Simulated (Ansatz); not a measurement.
A 2-atom cell of MgTe from a materials database, 2 atoms and 26 valence electrons in a cell of about 68 Å³, was run 9 times in Ansatz, each time on 4 threads of Arm Neoverse V1 (shared host). The times are single readings and vary with the host's load.

| run | k mesh | irreducible k | cutoff (eV) | plane waves | bands | SCF iterations | wall time | peak host memory (GiB) |
| --- | --- | --- | --- | --- | --- | --- | --- | --- |
| G0W0, PBE, 109 empty bands, 80 eV | 4×4×4 | 8 | 420 | 1363 | 17 | 6 | ? | ? |
| G0W0, PBE, 254 empty bands, 140 eV | 4×4×4 | 8 | 420 | 1363 | 17 | 6 | 39 s | 1 |
| G0W0, PBE, 467 empty bands, 210 eV | 4×4×4 | 8 | 420 | 1363 | 17 | 6 | ? | ? |
| G0W0, HSE06, 254 empty bands, 140 eV | 4×4×4 | 8 | 420 | 1363 | 17 | 9 | 71 s | 0.88 |
| G0W0, LDA, 254 empty bands, 140 eV | 4×4×4 | 8 | 420 | 1363 | 17 | 6 | 40 s | 1 |
| G0W0, r2SCAN, 254 empty bands, 140 eV | 4×4×4 | 8 | 500 | 1687 | 17 | 6 | ? | ? |
| G0W0, PBE, 254 empty bands, 140 eV, plasmon pole | 4×4×4 | 8 | 420 | 1363 | 17 | 6 | 40 s | 1 |
| G0W0, PBE, 109 empty bands, 80 eV | 6×6×6 | 16 | 420 | 1363 | 17 | 6 | ? | ? |
| G0W0, PBE, 254 empty bands, 140 eV, norm-conserving | 4×4×4 | 8 | 1143 | 5961 | 17 | 6 | 84 s | 1.9 |

Task: Estimate the missing times and memories.

Result:
```json
{"run": "G0W0, PBE, 109 empty bands, 80 eV", "wall time": "44 s", "peak host memory (GiB)": "0.52"}
{"run": "G0W0, PBE, 109 empty bands, 80 eV", "wall time": "8.1 s", "peak host memory (GiB)": "0.49"}
{"run": "G0W0, PBE, 467 empty bands, 210 eV", "wall time": "2.8 min", "peak host memory (GiB)": "1.5"}
{"run": "G0W0, r2SCAN, 254 empty bands, 140 eV", "wall time": "43 s", "peak host memory (GiB)": "1.2"}
```
